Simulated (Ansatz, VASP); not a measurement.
One calculation of Li, two programs

Contents of INCAR:

```
  ALGO = Normal
  EDIFF = 1E-6
  EDIFFG = -0.005
  ENCUT = 600
  GGA = PE
  IBRION = 2
  ISIF = 4
  ISMEAR = -1
  LASPH = T
  LCHARG = F
  LREAL = F
  LWAVE = F
  NELM = 60
  NSW = 50
  PREC = Accurate
  SIGMA = 0.1
```

File KPOINTS:

```
k-points
0
Gamma
  14 14 8
```

Contents of POSCAR:

```
Li
1.0
    2.8154000332      0.0000000000      0.0000000000
   -1.4077000166      2.4382079506      0.0000000000
    0.0000000000      0.0000000000      4.6023396652
Li
2
Direct
    0.3333333333      0.6666666667      0.2500000000
    0.6666666667      0.3333333333      0.7500000000
```

Input for Ansatz:

```yaml
crystal:
  lattice:
    - [2.8154000332, 0.0, 0.0]
    - [-1.4077000166, 2.4382079506, 0.0]
    - [0.0, 0.0, 4.6023396652]
  atoms:
    - { symbol: Li, position: [0.3333333333, 0.6666666667, 0.25] }
    - { symbol: Li, position: [0.6666666667, 0.3333333333, 0.75] }
kpoints:
  mp_grid: { grid: [14, 14, 8] }
scf:
  occupations: { method: fermi_dirac, width: 0.1 }
hamiltonian:
  xc: pbe
  pseudopotentials: { kind: paw }
output:
  forces: true
  stress: true
relax:
  f_tol: 0.005
  max_steps: 30
  cell: { stress_tol: 0.13, fix: [volume] }
```

Alike in both runs: task relaxation of shape and atoms at fixed volume; functional PBE; k mesh 14 × 14 × 8; occupations fermi-dirac, width 0.1 eV; no spin polarisation.

|  | VASP | Ansatz |
| --- | --- | --- |
| version | VASP 6.6.1 | Ansatz 0.2.0 |
| potentials or method | VASP PAW PBE potentials, release 64 (Li_sv) | PAW with Ansatz's default frozen-core files, scalar-relativistic |
| plane-wave cutoff (eV) | 600 | 420 |
| valence electrons in the cell | 6 | 6 |

```tsv
	VASP	Ansatz	Ansatz less VASP
relaxed volume (Å³/atom)	15.80	15.80	0.000
relaxed cell length with the largest relative difference (Å)	2.815	2.815	0.0000
```

Caveats: the cutoff is under 1.25 times the usual one of these potentials, so pressure, stress and relaxed cells hold a basis-set (Pulay) error (VASP); the relaxation stopped at its first step, so nothing moved.
